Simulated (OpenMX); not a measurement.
# SiO2 (Fddd) in OpenMX: reference runs, part 2 of 2

OpenMX 3.8.5. The steps go on from the part before.

**3. Single point, PBE (atoms moved at random, drawn with an rms of 0.05 Å)**

SiO2.dat reads:

```
System.CurrrentDirectory             ./
System.Name                          SiO2
DATA.PATH                            ./DFT_DATA13
level.of.stdout                      1
level.of.fileout                     0
Species.Number                       2
<Definition.of.Atomic.Species
  Si  Si7.0-s2p2d1           Si_PBE13
  O   O6.0-s2p2d1            O_PBE13
Definition.of.Atomic.Species>

Atoms.Number                         12
Atoms.SpeciesAndCoordinates.Unit     FRAC
<Atoms.SpeciesAndCoordinates
    1  Si    0.9254750000    0.9489800000    0.5690880000   2.000  2.000
    2  Si    0.6886200000    0.6824660000    0.3051610000   2.000  2.000
    3  Si    0.3220670000    0.3115050000    0.6805030000   2.000  2.000
    4  Si    0.5557400000    0.5703690000    0.9411900000   2.000  2.000
    5  O     0.0592750000    0.4450990000    0.0693760000   3.000  3.000
    6  O     0.4426290000    0.0545600000    0.4285960000   3.000  3.000
    7  O     0.8049930000    0.1858370000    0.8216610000   3.000  3.000
    8  O     0.1731630000    0.8168420000    0.1927490000   3.000  3.000
    9  O     0.1142410000    0.6360090000    0.6362250000   3.000  3.000
   10  O     0.6257380000    0.6197140000    0.6321650000   3.000  3.000
   11  O     0.6325690000    0.6185900000    0.1227050000   3.000  3.000
   12  O     0.6330260000    0.1180910000    0.6242940000   3.000  3.000
Atoms.SpeciesAndCoordinates>

Atoms.UnitVectors.Unit               Ang
<Atoms.UnitVectors
     0.0000000000    4.7162571100    7.3627753715
     2.3595806657    0.0000000000    7.3627753715
     2.3595806657    4.7162571100    0.0000000000
Atoms.UnitVectors>

scf.XcType                           GGA-PBE
scf.SpinPolarization                 off
scf.ElectronicTemperature            580.226
scf.energycutoff                     400.0
scf.maxIter                          100
scf.EigenvalueSolver                 band
scf.Kgrid                            7 7 7
scf.Mixing.Type                      rmm-diisk
scf.Init.Mixing.Weight               0.05
scf.Min.Mixing.Weight                0.001
scf.Max.Mixing.Weight                0.3
scf.Mixing.History                   25
scf.Mixing.StartPulay                8
scf.criterion                        1.0e-8
scf.stress.tensor                    on
MD.Type                              nomd
```

Potentials or basis: OpenMX 2013 PBE set, Si7.0-s2p2d1, O6.0-s2p2d1, grid cutoff 400 Ry.

Command:

```
$ openmx SiO2.dat -nt 1 > SiO2.std
```

SiO2.out:

```text
Required cutoff energy (Ryd) for 3D-grids = 400.0000
      Used cutoff energy (Ryd) for 3D-grids = 403.1495, 403.1495, 403.1495
  Num. of grids of a-, b-, and c-axes = 49, 49, 49

  Num.Grid1.    49
  Num.Grid2.    49
  Num.Grid3.    49

  Cell_Volume =   1105.860525218229 (Bohr^3)
  GridVol     =      0.009399659370 (Bohr^3)
  Cell vectors (bohr) of the grid cell (gtv)
    gtv_a =  0.000000000000,  0.181886400604,  0.283951591175
    gtv_b =  0.090999202166,  0.000000000000,  0.283951591175
    gtv_c =  0.090999202166,  0.181886400604,  0.000000000000
    |gtv_a| =  0.337210867049
    |gtv_b| =  0.298176727673
    |gtv_c| =  0.203380228929

***********************************************************

***********************************************************
                  SCF history at MD= 1
***********************************************************

[... 510 lines left out ...]
  pz          1   -0.001474581 -0.001474581  -0.002949162   0.000000000
   sum over m     -0.007865498 -0.007865498  -0.015730997   0.000000000
   sum over m+mul  2.450180375  2.450180375   4.900360750   0.000000000
  d3z^2-r^2   0   -0.000457069 -0.000457069  -0.000914138   0.000000000
  dx^2-y^2    0    0.000073568  0.000073568   0.000147137   0.000000000
  dxy         0    0.000351804  0.000351804   0.000703607   0.000000000
  dxz         0    0.000289225  0.000289225   0.000578450   0.000000000
  dyz         0    0.001397260  0.001397260   0.002794520   0.000000000
   sum over m      0.001654788  0.001654788   0.003309576   0.000000000
   sum over m+mul  0.001654788  0.001654788   0.003309576   0.000000000

***********************************************************
       xyz-coordinates (Ang) and forces (Hartree/Bohr)
***********************************************************

<coordinates.forces
  12
    1    Si     3.58200   7.04874  13.80119  -0.035344568416  0.044605849345  0.001789601029
    2    Si     2.33039   4.68693  10.09500   0.023143603773  0.059911423977  0.020967333589
    3    Si     2.34072   4.72838   4.66485   0.008559012533 -0.019221946889 -0.038600757055
    4    Si     3.56665   7.05991   8.29129   0.008535522356  0.019604066278 -0.044242575774
    5     O     1.21395   0.60675   3.71359  -0.024884040072  0.013186260933  0.011295512949
    6     O     1.14005   4.10892   3.66069   0.037928277518 -0.008801829666  0.023628486226
    7     O     2.37727   7.67172   7.29526   0.046945397504  0.023998149760  0.039931442007
    8     O     2.38221   1.72574   7.28918  -0.034324333725 -0.011221682217  0.035437149621
    9     O     3.00194   3.53939   5.52392  -0.010013561391  0.008309747866  0.000145204830
   10     O     2.95391   5.93259   9.16998  -0.023062104719 -0.044746904053  0.032288755344
   11     O     1.74915   3.56207   9.21200  -0.019663791826 -0.038571530267 -0.041953579547
   12     O     1.75172   5.92984   5.53031   0.021418755113 -0.047136045484 -0.035203579758
coordinates.forces>

***********************************************************
       Fractional coordinates of the final structure
***********************************************************

     1     Si     0.92547500000000   0.94898000000000   0.56908800000000
     2     Si     0.68862000000000   0.68246600000000   0.30516100000000
     3     Si     0.32206700000000   0.31150500000000   0.68050300000000
     4     Si     0.55574000000000   0.57036900000000   0.94119000000000
     5      O     0.05927500000000   0.44509900000000   0.06937600000000
     6      O     0.44262900000000   0.05456000000000   0.42859600000000
     7      O     0.80499300000000   0.18583700000000   0.82166100000000
     8      O     0.17316300000000   0.81684200000000   0.19274900000000
     9      O     0.11424100000000   0.63600900000000   0.63622500000000
    10      O     0.62573800000000   0.61971400000000   0.63216500000000
    11      O     0.63256900000000   0.61859000000000   0.12270500000000
    12      O     0.63302600000000   0.11809100000000   0.62429400000000
```

SiO2.std:

```text
*******************************************************
 Welcome to OpenMX   Ver. 3.8.5
 Copyright (C), 2002-2014, T. Ozaki
 OpenMX comes with ABSOLUTELY NO WARRANTY.
 This is free software, and you are welcome to
 redistribute it under the constitution of the GNU-GPL.
*******************************************************
[... 286 lines left out ...]
  Uzs   =       0.000000000000
  Uzo   =       0.000000000000
  Uef   =       0.000000000000
  UvdW  =       0.000000000000
  Utot  =    -147.257196044708

*******************************************************
             MD or geometry opt. at MD = 1
*******************************************************

outputting data on grids to files...

The calculation was normally finished.
```

Run time: 7.1 min. Hardware: 1 thread of Arm Neoverse V1, shared host; peak memory 1 GiB.

What came out:

```
Pressure               : 9.9 GPa
Band gap on the k mesh : 5.91 eV, direct
Mulliken charges       : Si +1.07, +1.08; O -0.54, -0.53 e
```

Caveat: Mulliken charges move with the basis; the real-space grid is too coarse here: the forces don't sum to zero and aren't listed, and the energy moves when atoms move against the grid; an odd mesh through Γ misses points on the zone boundary, where band edges often lie; the basis of atomic orbitals isn't converged, which shifts pressures, moduli and gaps.
